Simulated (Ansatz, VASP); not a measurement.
# Two plane-wave programs on MnS

Contents of INCAR:

```
PREC = Accurate ; ENCUT = 520
EDIFF = 1E-6 ; ISMEAR = 0
SIGMA = 0.05 ; LREAL = False
LASPH = True ; NELM = 120
ALGO = Normal ; ISIF = 2
LWAVE = False ; LCHARG = False
ISPIN = 2 ; MAGMOM = 0 0
LORBIT = 11 ; LMAXMIX = 4
LDAU = True ; LDAUTYPE = 2
LDAUL = 2 -1 ; LDAUU = 4 0
LDAUJ = 0 0 ; LDAUPRINT = 1
GGA = PS ; NBANDS = 20
```

File KPOINTS:

```
regular mesh
0
Gamma
  6 6 6
```

Contents of POSCAR:

```
MnS
1.0
    0.0000000000      2.6122498900      2.6122498900
    2.6122498900      0.0000000000      2.6122498900
    2.6122498900      2.6122498900      0.0000000000
Mn S
1 1
Direct
    0.0000000000      0.0000000000      0.0000000000
    0.5000000000      0.5000000000      0.5000000000
```

The input input.yaml:

```yaml
crystal:
  lattice:
    - [0.0, 2.61224989, 2.61224989]
    - [2.61224989, 0.0, 2.61224989]
    - [2.61224989, 2.61224989, 0.0]
  atoms:
    - { symbol: Mn, position: [0.0, 0.0, 0.0] }
    - { symbol: S, position: [0.5, 0.5, 0.5] }
hamiltonian:
  xc: pbesol
  pseudopotentials: { kind: paw }
  hubbard: { sites: [{ species: Mn, l: d, u_eff: 4.0 }] }
magnetization:
  spin_polarized: true
kpoints:
  mp_grid: { grid: [6, 6, 6] }
scf:
  occupations: { method: gaussian, width: 0.05 }
output:
  forces: true
  stress: true
  eigenvalues: true
```

Alike in both runs: task single point; functional PBEsol; k mesh 6 × 6 × 6; occupations gaussian, width 0.05 eV; collinear spin, zero start; Hubbard terms Mn d U = 4 eV.

```csv
,VASP,Ansatz
version,VASP 6.6.1,Ansatz 0.2.0
potentials or method,"VASP PAW PBE potentials, release 64 (Mn_pv, S)",Ansatz PAW
plane-wave cutoff (eV),520,420
valence electrons in the cell,19,21
```

VASP gave:

- gap on the k mesh at the Fermi level (eV): 0.52
- least direct gap on the mesh (eV): 2.70
- pressure (GPa): -0.2
- net moment per atom (μB): 2.50
- size of the moment on the site where the two differ most (μB): 4.59

Task: Estimate Ansatz's values.

Result: gap on the k mesh at the Fermi level (eV): 0.78; least direct gap on the mesh (eV): 2.55; pressure (GPa): 0.4; net moment per atom (μB): 2.50; size of the moment on the site where the two differ most (μB): 4.50.

Site moments also hang on the region over which each program counts them. The programs project onto different local orbitals, so the same U acts differently. The two sets of potentials don't hold the same shells in valence.

Caveats: a cell with one magnetic atom can't hold antiferromagnetic order, which such compounds often take; the PAW data sets were made with another functional, which shifts forces and pressure a little (VASP); the magnetic or orbital state may not be the lowest (Ansatz); the PAW data sets come from PBE, with cores solved anew for the run's functional, which leaves a small shift of forces and pressure (Ansatz). A k mesh can miss the band edges.
